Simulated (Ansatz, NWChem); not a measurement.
## C2H2Cl2 (trans-1,2-dichloroethylene): from total energies to a heat of formation

C2H2Cl2: 6 atoms, total charge 0, spin state singlet. SMILES: `Cl/C=C/Cl`. The shape is that of a PBE0-D4/def2-TZVP optimisation.

Total energies at SVWN5/def2-SVPD (NWChem 7.3.0); the atoms run unrestricted:

```
species    state  energy (Eh)
C2H2Cl2  singlet  -993.776737
     Cl  doublet  -458.496980
      C  triplet   -37.422791
      H  doublet    -0.477468
```

Harmonic wavenumbers at PBE0-D4/def2-TZVP, in cm⁻¹: 217, 239, 358, 812, 854, 873, 937, 1217, 1299, 1670, 3232, 3234.

Measured heats of formation of the gaseous atoms at 298.15 K, in kJ/mol: Cl 121.3, C 716.9, H 218.0. Spin-orbit lowering of the atoms at 298 K (mean of the ground term's levels less their thermal mean, from spectra), in kJ/mol: Cl 3.44, C 0.02. Take 1 Eh = 2625.50 kJ/mol, 1 cm⁻¹ = 0.0119627 kJ/mol, RT = 2.479 kJ/mol.

Task: Work out the heat of formation of the gas at 298 K.

Result: 
1. Electronic atomisation energy: 2 × (-458.496980) + 2 × (-37.422791) + 2 × (-0.477468) − (-993.776737) = 0.982259 Eh = 2578.9 kJ/mol.
2. Zero-point energy: half the sum of the wavenumbers, 7471 cm⁻¹ = 89.4 kJ/mol.
3. Thermal vibrational enthalpy, Σ hcν̃/(exp(hcν̃/kT) − 1): 4.4 kJ/mol. Translation, rotation and pV of a non-linear molecule: 4 RT = 9.9 kJ/mol.
4. The 6 free atoms carry 5/2 RT each: 37.2 kJ/mol.
5. Spin-orbit coupling lowers the free atoms by 2 × 3.44 + 2 × 0.02 = 6.9 kJ/mol.
6. Atomisation enthalpy at 298 K: 2578.9 − 6.9 − 89.4 − 4.4 − 9.9 + 37.2 = 2505.5 kJ/mol.
7. Sum of the atoms' heats of formation: 2112.4 kJ/mol. Heat of formation: 2112.4 − 2505.5 = -393.1 kJ/mol.

The tabulated value is +5.0 kJ/mol (CRC Handbook of Chemistry and Physics), so this level is off by -398.1 kJ/mol, or 18.9 % of the atomisation enthalpy that the table implies (2107.3 kJ/mol). The LDA overbinds, which puts heats of formation too low. Anharmonicity and any spin-orbit splitting of the molecule are left out.
